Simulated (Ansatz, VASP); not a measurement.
Two plane-wave programs on CdS

Contents of INCAR:

```
SYSTEM = CdS
PREC = Accurate
ENCUT = 520
EDIFF = 1E-7
ISMEAR = -1
SIGMA = 0.05
LREAL = .FALSE.
LASPH = .TRUE.
NELM = 100
ALGO = Normal
ISIF = 2
LWAVE = .FALSE.
LCHARG = .FALSE.
GGA = PE
NBANDS = 16
```

Contents of KPOINTS:

```
regular mesh
0
G
  7 7 5
  0 0 0
```

Contents of POSCAR:

```
CdS
1.0
    4.3172440391      0.0000000000      0.0000000000
   -2.1586220196      3.7388430122      0.0000000000
    0.0000000000      0.0000000000      5.8805523956
Cd S
1 1
Direct
    0.0000000000      0.0000000000      0.4426919200
    0.6666666667      0.3333333333      0.4343080800
```

The input input.yaml:

```yaml
crystal:
  lattice:
    - [4.3172440391, 0.0, 0.0]
    - [-2.1586220196, 3.7388430122, 0.0]
    - [0.0, 0.0, 5.8805523956]
  atoms:
    - { symbol: Cd, position: [0.0, 0.0, 0.44269192] }
    - { symbol: S, position: [0.6666666667, 0.3333333333, 0.43430808] }
hamiltonian:
  xc: pbe
  pseudopotentials: { kind: paw }
kpoints:
  mp_grid: { grid: [7, 7, 5] }
scf:
  occupations: { method: fermi_dirac, width: 0.05 }
output:
  forces: true
  stress: true
  eigenvalues: true
  write_density: true
  write_potential: true
  elf: true
  volumetric_format: npy
```

Change from the starting cell: volume scaled by 1.04.

Alike in both runs: task single point; functional PBE; k mesh 7 × 7 × 5; occupations fermi-dirac, width 0.05 eV; no spin polarisation.

|  | VASP | Ansatz |
| --- | --- | --- |
| version | VASP 6.6.1 | Ansatz 0.2.0 |
| potentials or method | VASP PAW PBE potentials, release 64 (Cd, S) | Ansatz PAW |
| plane-wave cutoff (eV) | 520 | 420 |
| valence electrons in the cell | 18 | 26 |

VASP gave:

| Property | Result |
| --- | --- |
| gap on the k mesh at the Fermi level (eV) | 1.39 |
| least direct gap on the mesh (eV) | 1.40 |
| pressure (GPa) | -1.1 |
| largest component of the traceless stress (GPa) | 1.05 |
| rms of the force components (eV/Å) | 0.007 |

**Question.** What did Ansatz give for the same quantities?

**Answer.** gap on the k mesh at the Fermi level (eV): 1.38; least direct gap on the mesh (eV): 1.40; pressure (GPa): -1.2; largest component of the traceless stress (GPa): 1.22; rms of the force components (eV/Å): 0.008.

Atom by atom the forces differ by 0.002 eV/Å (rms over components). The functional is the same, so the differences come from potentials, cutoffs and numerics. The two sets of potentials don't hold the same shells in valence.

Caveats: an odd mesh through Γ misses points on the zone boundary, where band edges often lie (VASP); odd divisions of the mesh miss points on the zone boundary, where band edges often lie, so the gap on the mesh can be too wide (Ansatz).
